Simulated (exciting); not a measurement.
InAs, 2 atoms in the cell. The structure is cubic, space group F-43m (No. 216). The conventional cell has a = 5.954 Å, b = 5.954 Å, c = 5.954 Å, α = 90.00°, β = 90.00°, γ = 90.00°. Around In (site symmetry -43m) lie 4 As at 2.58 Å. As (site symmetry -43m) is surrounded by 4 In at 2.58 Å.  The cell isn't the ideal one: volume scaled by 0.96.

```yaml
Program: exciting (release sodium)
Task: optical spectrum
Functional: HTBS
Potentials_or_basis: all-electron LAPW+lo, shipped species files, valence relativity iora*
rgkmax: 8
k_mesh: 4 × 4 × 4, shifted
Occupations: methfessel-paxton, width 0.05 eV
Spin: no spin polarisation
outputlevel: low
Top_of_the_spectrum_Ha: 0.5 Ha
Broadening_Ha: 0.02 Ha
gmaxvr_cutoff_of_density_and_potential: 14 1/bohr
lmaxapw_and_lmaxmat: 10
lmaxvr: 8
nempty: 28
Valence_relativity: iora*
epsengy: 1e-05 Ha
epspot: 1e-05 Ha
maxscl: 60
Muffin-tin_radii: In 2.3, As 2.0 bohr
```

Potentials or basis: all-electron LAPW+lo, shipped species files, valence relativity iora*.

Launch:

```sh
$ OMP_NUM_THREADS=1 exciting_smp
```

Hardware: 1 thread of Arm Neoverse V1, on a shared host.

Problem. How long does it take, and how much memory?

Solution. Run time: 95 s on 1 thread of Arm Neoverse V1, on a shared host, peak memory 0.39 GiB. Counts: scf iterations 15.
